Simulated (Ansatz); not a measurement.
Crystal: Bi2Se3 (Paraguanajuatite).

```xyz
5
Lattice="2.0715 1.1960 9.5453 -2.0715 1.1960 9.5453 0.0000 -2.3920 9.5453" Properties=species:S:1:pos:R:3 pbc="T T T"
Bi    0.0000    0.0000   17.1587
Bi    0.0000    0.0000   11.4773
Se    0.0000    0.0000   22.5738
Se    0.0000    0.0000    6.0622
Se    0.0000    0.0000    0.0000
```

Base run:

```yaml
Program: Ansatz 0.2.0
Functional: revPBE
Potentials_or_basis: Ansatz PAW
Cutoff: "420 eV (not typed: the program's choice for these potentials)"
k_mesh: 8 × 8 × 8
Occupations: fermi-dirac, width 0.05 eV
Spin: no spin polarisation
```

Its results: band gap on the k mesh 0.27 eV, direct; pressure 3.8 GPa; largest force 0.161 eV/Å.

Task: The run is repeated on the same cell with these changes: functional from revPBE to PBE; k mesh from 8 × 8 × 8 to 4 × 4 × 4. What comes out?

Result: Band gap on the k mesh 0.23 eV, direct; pressure 2.4 GPa; largest force 0.185 eV/Å.

Several settings changed at once, so the effect can't be laid on one alone.

Caveats: some runs use coarse meshes; spin-orbit coupling is left out, which as a rule narrows the gap of such compounds by several tenths of an eV; the PAW data sets come from PBE, with cores solved anew for the run's functional, which leaves a small shift of forces and pressure (some runs).
